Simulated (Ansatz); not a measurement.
**Cobalt, diamond under PBE: from relaxation to bulk modulus**

What does PBE give for cobalt in the diamond structure? We relax it, solve it on a dense k-mesh, switch on spin-orbit coupling, then scale the cell to 7 volumes from 88 to 112 % of the relaxed one and try a fit of the equation of state. The k-meshes are 11×11×11 for the relaxation; 18×18×18 for the dense run; 11×11×11 for spin-orbit coupling; 12×12×12 for the volumes.

This is Co in the diamond structure; at room conditions it is hcp.

Method: DFT PBE, plane waves (420 eV) with PAW, scalar-relativistic, in Ansatz 0.2.0.

## Step 1: The structure to begin with

The structure is cubic, space group Fd-3m (No. 227). The conventional cell has a = 4.927 Å, b = 4.927 Å, c = 4.927 Å, α = 90.00°, β = 90.00°, γ = 90.00°. Co (site symmetry -43m) has 4 Co at 2.13 Å as nearest neighbours.

Coordinates:

```xyz
2
Lattice="0.0000 2.4634 2.4634 2.4634 0.0000 2.4634 2.4634 2.4634 0.0000" Properties=species:S:1:pos:R:3 pbc="T T T"
Co    0.6159    0.6159    0.6159
Co    4.3110    4.3110    4.3110
```

## Step 2: Relaxation of the cell

Contents of input.yaml:

```yaml
crystal:
  lattice:
    - [0.0, 2.4634331982, 2.4634331982]
    - [2.4634331982, 0.0, 2.4634331982]
    - [2.4634331982, 2.4634331982, 0.0]
  atoms:
    - { symbol: Co, position: [0.125, 0.125, 0.125] }
    - { symbol: Co, position: [0.875, 0.875, 0.875] }
hamiltonian:
  xc: pbe
  pseudopotentials:
    kind: paw
    azcp:
      Co: "pseudopotentials/Co.paw.azcp"
basis:
  ecutwfc: 420
  fft_grid_basis: typed
kpoints:
  mp_grid: { grid: [11, 11, 11], shift: [0, 0, 0] }
magnetization:
  spin_polarized: false
scf:
  occupations: { method: fermi_dirac, width: 0.1 }
relax:
  max_steps: 60
  f_tol: 0.01
  cell: {}
```

Command:

```
> ansatz run input.yaml --threads 1 --pin off --max-ram 3584MiB --backend cpu --events-out ev --progress --plain --runs-dir out
```

Further steps of the session: The energy on a finer k-mesh; A two-component run at the same geometry; Equation of state: 88 %; Equation of state: 92 %; Equation of state: 96 %; Equation of state: 100 %; Equation of state: 104 %; Equation of state: 108 %; Equation of state: 112 %.

Q: Predict the outcome of this session. Wanted: space group; conventional cell; volume; shortest distance; gap on the mesh; relative to hcp, ferromagnetic; V₀, B₀, B₀′.

As calculated:

```
                      quantity                         value
space group (spins left aside)               Fd-3m (No. 227)
             conventional cell                   a = 4.925 Å
                        volume                14.935 Å³/atom
             shortest distance                       2.133 Å
               gap on the mesh  none (levels filled in part)
relative to hcp, ferromagnetic                +1360 meV/atom
                   V₀, B₀, B₀′  14.866 Å³/atom, 133 GPa, 4.7
```

In words: The relaxation shrank the cell by 0.1 % in volume. Against the reference form of cobalt (hcp, ferromagnetic, computed apart with the same settings) it stands 1360 meV/atom higher; part of this is magnetic energy, as this run has no moments. Levels at the Fermi energy are filled in part, as in a metal. The total energy of the spin-orbit run lies -0.25 eV/atom from the scalar one, but the two kinds of run don't share a zero of energy: only differences within one kind count. The fitted modulus is 133 GPa. Relaxation kept the symmetry; phonons were not checked.
